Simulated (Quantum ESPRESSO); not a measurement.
# Zn (P6_3/mmc) in Quantum ESPRESSO: phonons with PBE

Aim: the phonons of Zn with PBE.

Everything below comes from runs of Quantum ESPRESSO 7.5. Logs are shortened: lines on timing, memory, paths and dates and some standing lists are left out, and cuts for length are marked.

## (1) Starting point

It takes space group P6_3/mmc (No. 194, hexagonal). The conventional cell has a = 2.670 Å, b = 2.670 Å, c = 4.966 Å, α = 90.00°, β = 90.00°, γ = 120.00°. Zn (site symmetry -6m2) is surrounded by 12 Zn at 2.67 to 2.92 Å.

## (2) Phonons, PBE

pw.in

```
&CONTROL
  calculation = 'scf'
  prefix = 'pwscf'
  outdir = './tmp'
  pseudo_dir = './pseudo'
  tprnfor = .true.
  tstress = .true.
  disk_io = 'low'
/
&SYSTEM
  ibrav = 0
  celldm(1) = 8
  nat = 2
  ntyp = 1
  ecutwfc = 54
  ecutrho = 324
  nbnd = 19
  occupations = 'smearing'
  smearing = 'mv'
  degauss = 0.00999582
/
&ELECTRONS
  conv_thr = 4d-10
  electron_maxstep = 120
  mixing_beta = 0.5
/
ATOMIC_SPECIES
Zn    65.3800 Zn.GGA_PBE-JTH.UPF
CELL_PARAMETERS alat
  0.6306960940939   0.0000000000000   0.0000000000000
 -0.3153480470469   0.5461988395518   0.0000000000000
  0.0000000000000   0.0000000000000   1.1730474918614
ATOMIC_POSITIONS crystal
Zn     0.6666666667    0.3333333333    0.7500000000
Zn     0.3333333333    0.6666666667    0.2500000000
K_POINTS automatic
9 9 5 0 0 0
```

scf2.in

```
&CONTROL
  calculation = 'scf'
  prefix = 'pwscf'
  outdir = './tmp'
  pseudo_dir = './pseudo'
  tprnfor = .true.
  tstress = .true.
  disk_io = 'low'
/
&SYSTEM
  ibrav = 0
  celldm(1) = 8
  nat = 2
  ntyp = 1
  ecutwfc = 54
  ecutrho = 324
  nbnd = 19
  occupations = 'smearing'
  smearing = 'mv'
  degauss = 0.00999582
/
&ELECTRONS
  conv_thr = 1d-13
  electron_maxstep = 120
  mixing_beta = 0.5
  startingpot = 'file'
  startingwfc = 'file'
/
ATOMIC_SPECIES
Zn    65.3800 Zn.GGA_PBE-JTH.UPF
CELL_PARAMETERS alat
  0.6306960940939   0.0000000000000   0.0000000000000
 -0.3153480470469   0.5461988395518   0.0000000000000
  0.0000000000000   0.0000000000000   1.1730474918614
ATOMIC_POSITIONS crystal
Zn     0.6666666667    0.3333333333    0.7500000000
Zn     0.3333333333    0.6666666667    0.2500000000
K_POINTS automatic
9 9 5 0 0 0
```

ph.in

```
phonons of Zn
&INPUTPH
  prefix = 'pwscf'
  outdir = './tmp'
  tr2_ph = 1d-18
  fildyn = 'dyn'
  niter_ph = 90
  alpha_mix(1) = 0.4
/
0.0000000000 0.0000000000 0.0000000000
```

dynmat.in

```
&INPUT
  fildyn = 'dyn'
  asr = 'crystal'
  filout = 'dynmat.disp'
  fileig = 'dynmat.eig'
/
```

relax_v0.99.in

```
&CONTROL
  calculation = 'relax'
  prefix = 'pwscf'
  outdir = './tmp'
  pseudo_dir = './pseudo'
  tprnfor = .true.
  tstress = .true.
  disk_io = 'low'
  nstep = 30
  forc_conv_thr = 0.0001
  etot_conv_thr = 1d-06
/
&SYSTEM
  ibrav = 0
  celldm(1) = 8
  nat = 2
  ntyp = 1
  ecutwfc = 54
  ecutrho = 324
  nbnd = 19
  occupations = 'smearing'
  smearing = 'mv'
  degauss = 0.00999582
/
&ELECTRONS
  conv_thr = 1d-13
  electron_maxstep = 120
  mixing_beta = 0.5
/
&IONS
  ion_dynamics = 'bfgs'
/
ATOMIC_SPECIES
Zn    65.3800 Zn.GGA_PBE-JTH.UPF
CELL_PARAMETERS alat
  0.6285867268498   0.0000000000000   0.0000000000000
 -0.3142933634249   0.5443720739286   0.0000000000000
  0.0000000000000   0.0000000000000   1.1691242268007
ATOMIC_POSITIONS crystal
Zn     0.6666666667    0.3333333333    0.7500000000
Zn     0.3333333333    0.6666666667    0.2500000000
K_POINTS automatic
9 9 5 0 0 0
```

ph_v0.99.in

```
phonons at 0.99 of the volume
&INPUTPH
  prefix = 'pwscf'
  outdir = './tmp'
  tr2_ph = 1d-18
  fildyn = 'dyn_v0.99'
  niter_ph = 90
  alpha_mix(1) = 0.4
/
0.0000000000 0.0000000000 0.0000000000
```

relax_v1.01.in

```
&CONTROL
  calculation = 'relax'
  prefix = 'pwscf'
  outdir = './tmp'
  pseudo_dir = './pseudo'
  tprnfor = .true.
  tstress = .true.
  disk_io = 'low'
  nstep = 30
  forc_conv_thr = 0.0001
  etot_conv_thr = 1d-06
/
&SYSTEM
  ibrav = 0
  celldm(1) = 8
  nat = 2
  ntyp = 1
  ecutwfc = 54
  ecutrho = 324
  nbnd = 19
  occupations = 'smearing'
  smearing = 'mv'
  degauss = 0.00999582
/
&ELECTRONS
  conv_thr = 1d-13
  electron_maxstep = 120
  mixing_beta = 0.5
/
&IONS
  ion_dynamics = 'bfgs'
/
ATOMIC_SPECIES
Zn    65.3800 Zn.GGA_PBE-JTH.UPF
CELL_PARAMETERS alat
  0.6327914453574   0.0000000000000   0.0000000000000
 -0.3163957226669   0.5480134669682   0.0000000000000
  0.0000000000000   0.0000000000000   1.1769446882448
ATOMIC_POSITIONS crystal
Zn     0.6666666667    0.3333333333    0.7500000000
Zn     0.3333333333    0.6666666667    0.2500000000
K_POINTS automatic
9 9 5 0 0 0
```

ph_v1.01.in

```
phonons at 1.01 of the volume
&INPUTPH
  prefix = 'pwscf'
  outdir = './tmp'
  tr2_ph = 1d-18
  fildyn = 'dyn_v1.01'
  niter_ph = 90
  alpha_mix(1) = 0.4
/
0.0000000000 0.0000000000 0.0000000000
```

Potentials or basis: JTH 2.0 PBE.

The run is started by

```
OMP_NUM_THREADS=1 pw.x -in pw.in > pw.out
OMP_NUM_THREADS=1 pw.x -in scf2.in > scf2.out
OMP_NUM_THREADS=1 ph.x -in ph.in > ph.out
OMP_NUM_THREADS=1 dynmat.x -in dynmat.in > dynmat.out
OMP_NUM_THREADS=1 pw.x -in relax_v0.99.in > relax_v0.99.out
OMP_NUM_THREADS=1 ph.x -in ph_v0.99.in > ph_v0.99.out
OMP_NUM_THREADS=1 pw.x -in relax_v1.01.in > relax_v1.01.out
OMP_NUM_THREADS=1 ph.x -in ph_v1.01.in > ph_v1.01.out
```

pw.out:

```text
This program is part of the open-source Quantum ESPRESSO suite
     for quantum simulation of materials; please cite
         "P. Giannozzi et al., J. Phys.:Condens. Matter 21 395502 (2009);
         "P. Giannozzi et al., J. Phys.:Condens. Matter 29 465901 (2017);
         "P. Giannozzi et al., J. Chem. Phys. 152 154105 (2020);
     in publications or presentations arising from this work. More details at

     file Zn.GGA_PBE-JTH.UPF: wavefunction(s)  0S 0P 0P 3D 0D renormalized
     Message from routine setup:
     using ibrav=0 with symmetry is DISCOURAGED, use correct ibrav instead

     G-vector sticks info
     --------------------
     sticks:   dense  smooth     PW     G-vecs:    dense   smooth      PW
     Sum         571     379    121                20411    11029    1933

     Using Slab Decomposition

     bravais-lattice index     =            0
     lattice parameter (alat)  =       8.0000  a.u.
     unit-cell volume          =     206.8981 (a.u.)^3
     number of atoms/cell      =            2
     number of atomic types    =            1
     number of electrons       =        24.00
     number of Kohn-Sham states=           19
     kinetic-energy cutoff     =      54.0000  Ry
     charge density cutoff     =     324.0000  Ry
     scf convergence threshold =      4.0E-10
     mixing beta               =       0.5000
     number of iterations used =            8  plain     mixing
     Exchange-correlation= SLA PW PBX PBC
                           (   1   4   3   4   0   0   0)

     celldm(1)=   8.000000  celldm(2)=   0.000000  celldm(3)=   0.000000
     celldm(4)=   0.000000  celldm(5)=   0.000000  celldm(6)=   0.000000

     crystal axes: (cart. coord. in units of alat)
               a(1) = (   0.630696   0.000000   0.000000 )
               a(2) = (  -0.315348   0.546199   0.000000 )
               a(3) = (   0.000000   0.000000   1.173047 )

     reciprocal axes: (cart. coord. in units 2 pi/alat)
               b(1) = (  1.585550  0.915418 -0.000000 )
               b(2) = (  0.000000  1.830835  0.000000 )
               b(3) = (  0.000000 -0.000000  0.852480 )

     PseudoPot. # 1 for Zn read from file:
     Zn.GGA_PBE-JTH.UPF
     Pseudo is Projector augmented-wave + core cor, Zval = 12.0
     Generated using ATOMPAW code
     Shape of augmentation charge: SINC**2
     Using radial grid of 1049 points,  6 beta functions with:
                l(1) =   0
                l(2) =   0
                l(3) =   1
                l(4) =   1
                l(5) =   2
                l(6) =   2
     Q(r) pseudized with 0 coefficients

     atomic species   valence    mass     pseudopotential
     Zn               12.00    65.38000     Zn( 1.00)

     24 Sym. Ops., with inversion, found (12 have fractional translation)

   Cartesian axes

     site n.     atom                  positions (alat units)
         1        Zn     tau(   1) = (   0.3153480   0.1820663   0.8797856  )
         2        Zn     tau(   2) = (  -0.0000000   0.3641326   0.2932619  )

     number of k points=    36  Marzari-Vanderbilt smearing, width (Ry)=  0.0100
                       cart. coord. in units 2pi/alat
        k(    1) = (   0.0000000   0.0000000   0.0000000), wk =   0.0049383
        k(    2) = (   0.0000000   0.0000000   0.1704961), wk =   0.0098765
        k(    3) = (   0.0000000   0.0000000   0.3409922), wk =   0.0098765
        k(    4) = (   0.0000000   0.2034261   0.0000000), wk =   0.0296296
        k(    5) = (   0.0000000   0.2034261   0.1704961), wk =   0.0592593
        k(    6) = (   0.0000000   0.2034261   0.3409922), wk =   0.0592593
[... 28 lines left out ...]
        k(   35) = (   0.5285166   0.9154175   0.1704961), wk =   0.0197531
        k(   36) = (   0.5285166   0.9154175   0.3409922), wk =   0.0197531

     Dense  grid:    20411 G-vectors     FFT dimensions: (  30,  30,  54)

     Smooth grid:    11029 G-vectors     FFT dimensions: (  24,  24,  48)

     Initial potential from superposition of free atoms

     starting charge      23.9997, renormalised to      24.0000
     Starting wfcs are   36 randomized atomic wfcs

     Self-consistent Calculation

     iteration #  1     ecut=    54.00 Ry     beta= 0.50
     Davidson diagonalization with overlap
     ethr =  1.00E-02,  avg # of iterations =  8.3

     Threshold (ethr) on eigenvalues was too large:
     Diagonalizing with lowered threshold

     Davidson diagonalization with overlap
     c_bands:  1 eigenvalues not converged
     c_bands:  1 eigenvalues not converged
     ethr =  6.17E-05,  avg # of iterations =  6.9

     total energy              =    -487.67343986 Ry
     estimated scf accuracy    <       0.01438573 Ry

     iteration #  2     ecut=    54.00 Ry     beta= 0.50
     Davidson diagonalization with overlap
     ethr =  5.99E-05,  avg # of iterations =  2.0

     total energy              =    -487.67101025 Ry
     estimated scf accuracy    <       0.00808382 Ry
[... 8 lines left out ...]
     iteration #  4     ecut=    54.00 Ry     beta= 0.50
     Davidson diagonalization with overlap
     ethr =  8.64E-06,  avg # of iterations =  2.4

     total energy              =    -487.67216482 Ry
     estimated scf accuracy    <       0.00000725 Ry

     iteration #  5     ecut=    54.00 Ry     beta= 0.50
     Davidson diagonalization with overlap
     c_bands:  1 eigenvalues not converged
     ethr =  3.02E-08,  avg # of iterations =  6.1

     total energy              =    -487.67216507 Ry
     estimated scf accuracy    <       0.00004276 Ry

     iteration #  6     ecut=    54.00 Ry     beta= 0.50
     Davidson diagonalization with overlap
     ethr =  3.02E-08,  avg # of iterations =  3.6

     total energy              =    -487.67219062 Ry
     estimated scf accuracy    <       0.00000323 Ry
[... 19 lines left out ...]
     total energy              =    -487.67219154 Ry
     estimated scf accuracy    <          6.1E-09 Ry

     iteration # 10     ecut=    54.00 Ry     beta= 0.50
     Davidson diagonalization with overlap
     ethr =  2.55E-11,  avg # of iterations =  4.5

     End of self-consistent calculation

          k = 0.0000 0.0000 0.0000 (  1359 PWs)   bands (ev):

     2.2064   3.9914   4.6806   4.9056   4.9056   4.9543   4.9543   5.2827
     5.2827   5.4860   5.4860   8.9430   9.4872  25.9473  29.5282  29.8130
    29.8130  31.4330  31.4333

          k = 0.0000 0.0000 0.1705 (  1372 PWs)   bands (ev):

     2.4436   3.9621   4.6886   4.9033   4.9033   4.9442   4.9442   5.3091
     5.3091   5.4720   5.4720   6.9336  12.0252  22.9193  30.0479  30.0479
    31.3814  31.4983  31.4983
[... 199 lines left out ...]
          k = 0.5285 0.9154 0.3410 (  1392 PWs)   bands (ev):

     4.6599   4.6599   4.7105   4.7996   4.9327   4.9327   5.0895   5.1487
     5.4693   5.4693  13.3175  13.3175  13.7888  14.9688  14.9688  15.0198
    23.8106  23.8106  25.3783

     the Fermi energy is    12.8474 ev

!    total energy              =    -487.67219154 Ry
     total all-electron energy =      -487.672192 Ry
     estimated scf accuracy    <          2.7E-11 Ry
     smearing contrib. (-TS)   =      -0.00038284 Ry
     internal energy E=F+TS    =    -487.67180870 Ry

     The total energy is F=E-TS. E is the sum of the following terms:
     one-electron contribution =    -120.56607698 Ry
     hartree contribution      =      56.18378680 Ry
     xc contribution           =     -31.72389331 Ry
     ewald contribution        =    -176.71261581 Ry
     one-center paw contrib.   =    -214.85300940 Ry

     convergence has been achieved in  10 iterations

     Forces acting on atoms (cartesian axes, Ry/au):

     atom    1 type  1   force =     0.00000000    0.00000000    0.00000000
     atom    2 type  1   force =     0.00000000   -0.00000000    0.00000000

     Total force =     0.000000     Total SCF correction =     0.000000

     Computing stress (Cartesian axis) and pressure

          total   stress  (Ry/bohr**3)                   (kbar)     P=       -5.24
  -0.00011651   0.00000000   0.00000000          -17.14        0.00        0.00
   0.00000000  -0.00011651   0.00000000            0.00      -17.14        0.00
   0.00000000   0.00000000   0.00012609            0.00        0.00       18.55

=------------------------------------------------------------------------------=
   JOB DONE.
=------------------------------------------------------------------------------=
```

It took 13 min on 1 thread of Arm Neoverse V2, shared host; peak memory 0.11 GiB.

What came out:

```
Free energy                   : -6635.1182 eV
Pressure after relaxing       : -0.5 GPa
Band gap on the k mesh        : none (metal or under the smearing width)
Highest phonon frequency at Γ : 146 cm⁻¹
Most unstable mode            : 27i cm⁻¹
```

Phonon frequencies in cm⁻¹ (negative: imaginary):
| q point | frequencies |
| --- | --- |
| (0.000, 0.000, 0.000) | -27 -27 35 57 57 146 |

Mode Grüneisen parameters of phonons at Γ, in order of frequency: n/a, n/a, n/a, 3.10, 3.10, 1.77

Optical modes at Γ, degenerate ones joined:
```tsv
cm⁻¹	components	symmetry	active in
57	2	E2g	Raman
146	1	B1g	silent
```

Frequencies at 99 % and 101 % of the volume (pressures 0.2 and -1.2 GPa), ions relaxed:
```csv
mode,99 % (cm⁻¹),101 % (cm⁻¹),Grüneisen parameter
4,58.8,55.3,3.10
5,58.8,55.3,3.10
6,148.1,143.0,1.77
```

Caveat: the mesh is thin for the phonons of a metal; before the sum rule the acoustic modes lie tens of cm⁻¹ from zero, a sign that the density grid also shifts the optical modes.
